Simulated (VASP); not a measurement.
# VASP 6.6.1 run: SrO

INCAR

```
LASPH = .TRUE.
SIGMA = 0.02
EDIFF = 1E-7
LREAL = .FALSE.
ISIF = 2
NSW = 0
IBRION = -1
NELM = 60
ENCUT = 520
GGA = PE
NBANDS = 15
PREC = Accurate
ISMEAR = -5
LWAVE = .FALSE.
LCHARG = .FALSE.
```

KPOINTS

```
KPOINTS created by Atomic Simulation Environment
0
Gamma
1 1 1
0 0 0
```

POSCAR

```
Sr O
 1.0000000000000000
     0.0000000000000000    2.4766966328000000    2.6402929364999999
     2.4766966328000000    0.0000000000000000    2.6402929364999999
     2.4766966328000000    2.4766966328000000    0.0000000000000000
 Sr  O
   1   1
Cartesian
  0.0000000000000000  0.0000000000000000  0.0000000000000000
  2.4766966328000000  2.4766966328000000  2.6402929365000003
```

The recommended PBE PAW datasets give the neutral cell 16 valence electrons.

Command

```
mpirun -np 1 vasp_std
```

Standard output (part)

```
POSCAR found type information on POSCAR SrO
 POSCAR found :  2 types and       2 ions
 LDA part: xc-table for (Slater+PW92), standard interpolation
|     EEEEEEE  RRRRRR   RRRRRR   OOOOOOO  RRRRRR      ###     ###     ###     |
|     E        R     R  R     R  O     O  R     R     ###     ###     ###     |
|     E        R     R  R     R  O     O  R     R     ###     ###     ###     |
|     EEEEE    RRRRRR   RRRRRR   O     O  RRRRRR       #       #       #      |
|     E        R    R   R    R   O     O  R    R      ###     ###     ###     |
|     EEEEEEE  R     R  R     R  OOOOOOO  R     R     ###     ###     ###     |
|     IBZKPT: tetrahedron method fails for NKPT<4. NKPT = 1                   |
|       ---->  I REFUSE TO CONTINUE WITH THIS SICK JOB ... BYE!!! <----       |
```

VASP stopped before the first electronic step.

Question: Why shouldn't this run be trusted?

Answer: Tetrahedra on too few k points. VASP stopped before the first electronic step.
